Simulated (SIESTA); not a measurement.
Crystal: NaH.

```
CELL_PARAMETERS angstrom
0.00000 2.44000 2.44000
2.44000 0.00000 2.44000
2.44000 2.44000 0.00000
ATOMIC_POSITIONS crystal
Na 0.00000 0.00000 0.00000
H 0.50000 0.50000 0.50000
```

Base run:

| Item | Value |
| --- | --- |
| Program | SIESTA 5.4.2 |
| Functional | PBEsol |
| Potentials or basis | PseudoDojo 0.4 standard (PBEsol files) |
| Basis | DZP (energy shift 0.003 Ry; two zetas on semicore shells) |
| Grid cutoff | 800 Ry |
| Energy shift | 0.003 Ry |
| k mesh | 9 × 9 × 9 |
| Occupations | fermi-dirac, width 0.05 eV |
| Spin | no spin polarisation |

Its results: pressure -0.9 GPa.

Question: The run is repeated on the same cell with these changes: functional from PBEsol to LDA; potentials or basis from PseudoDojo 0.4 standard (PBEsol files) to PseudoDojo 0.4 standard (LDA files). What comes out?

Answer: Pressure -2.4 GPa.

Caveats: the basis of atomic orbitals isn't converged, which shifts pressures, moduli and gaps.
